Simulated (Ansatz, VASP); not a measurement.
## Au in VASP and in Ansatz

File INCAR:

```
  PREC = Accurate
  ENCUT = 520
  EDIFF = 1E-8
  ISMEAR = -1
  SIGMA = 0.03
  LREAL = F
  LASPH = T
  NELM = 80
  ALGO = Normal
  ISIF = 2
  LWAVE = F
  LCHARG = F
  LEFG = T
  NBANDS = 12
```

File KPOINTS:

```
regular mesh
0
Gamma
  15 15 15
```

File POSCAR:

```
Au
1.0
    0.0000000000      2.0434303323      2.0434303323
    2.0434303323      0.0000000000      2.0434303323
    2.0434303323      2.0434303323      0.0000000000
Au
1
Direct
    0.0000000000      0.0000000000      0.0000000000
```

Input for Ansatz:

```yaml
crystal:
  lattice:
    - [0.0, 2.0434303323, 2.0434303323]
    - [2.0434303323, 0.0, 2.0434303323]
    - [2.0434303323, 2.0434303323, 0.0]
  atoms:
    - { symbol: Au, position: [0.0, 0.0, 0.0] }
kpoints:
  mp_grid: { grid: [15, 15, 15] }
scf:
  occupations: { method: fermi_dirac, width: 0.03 }
hamiltonian:
  xc: lda
  pseudopotentials: { kind: paw }
output:
  forces: true
  stress: true
  eigenvalues: true
  efg: { contact_densities: true }
  write_density: true
  write_potential: true
  elf: true
  volumetric_format: npy
```

Change from the starting cell: volume scaled by 0.9405, PAW files.

Alike in both runs: task electric field gradients; functional LDA; k mesh 15 × 15 × 15; occupations fermi-dirac, width 0.03 eV; no spin polarisation.

|  | VASP | Ansatz |
| --- | --- | --- |
| version | VASP 6.6.1 | Ansatz 0.2.0 |
| potentials or method | VASP PAW LDA potentials, release 64 (Au) | PAW with Ansatz's default frozen-core files, scalar-relativistic |
| plane-wave cutoff (eV) | 520 | 420 |
| valence electrons in the cell | 11 | 19 |

Ansatz gave:

| Quantity | Value |
| --- | --- |
| pressure (GPa) | -5.3 |
| Vzz of the field gradient on the site that differs most (V/Å²) | 0.0 |

Task: Estimate VASP's values.

Result: Pressure (GPa): -4.8; Vzz of the field gradient on the site that differs most (V/Å²): 0.0.

The two sets of potentials don't hold the same shells in valence. Ansatz warned: «gradients_without_spin_orbit».

The runs have no spin-orbit coupling, so splittings on Au are missing.
